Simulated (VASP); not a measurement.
Here is a VASP 6.6.1 calculation.

Contents of POSCAR:

```
KI
1.0
    0.0000000000      3.5445661256      3.5445661256
    3.5445661256      0.0000000000      3.5445661256
    3.5445661256      3.5445661256      0.0000000000
K I
1 1
Direct
    0.0000000000      0.0000000000      0.0000000000
    0.5000000000      0.5000000000      0.5000000000
```

Contents of INCAR.step1:

```
SYSTEM = KI
ALGO = Normal ; EDIFF = 1E-4
ENCUT = 520 ; GGA = PE
ISMEAR = 0 ; LASPH = .TRUE.
LCHARG = .FALSE. ; LREAL = .FALSE.
LWAVE = .TRUE. ; NBANDS = 15
NELM = 80 ; PREC = Accurate
SIGMA = 0.01
```

File INCAR.step2:

```
SYSTEM = KI
ALGO = Normal ; EDIFF = 1E-6
ENCUT = 520 ; ISIF = 2
ISMEAR = 0 ; ISTART = 1
LASPH = .TRUE. ; LCHARG = .TRUE.
LELF = .TRUE. ; LMIXTAU = .TRUE.
LREAL = .FALSE. ; LVHAR = .TRUE.
LWAVE = .FALSE. ; METAGGA = R2SCAN
NBANDS = 15 ; NELM = 80
PREC = Accurate ; SIGMA = 0.01
```

File KPOINTS:

```
k-points
0
G
  4 4 4
  0 0 0
```

Potentials or basis: VASP PAW PBE potentials, release 64 (K_sv, I).

Launch:

```bash
$ cat potpaw_PBE.64/K_sv/POTCAR potpaw_PBE.64/I/POTCAR > POTCAR
$ cp INCAR.step1 INCAR
$ mpirun -np 1 vasp_std > vasp.out
$ cp INCAR.step2 INCAR
$ mpirun -np 1 vasp_std > vasp.out
```

Problem. Predict the band gap on the k mesh.

Solution. 4.58 eV.

Problem. What does it give for the pressure?

Solution. 0.0 GPa.

Caveat: the PAW data sets were made with another functional, which shifts forces and pressure a little; spin-orbit coupling is left out, which moves the levels of the heavy elements.

**Experimental background.**

A printed reference work, monograph reports, for a bulk crystal of KI: band gap 6.32 eV.

Measured gap of KI: 6.32 eV (a printed reference work, monograph). This calculation gives 4.58 eV (-1.74 eV). Spin-orbit coupling on I is left out. The value is that of r2SCAN, without temperature or zero-point motion.
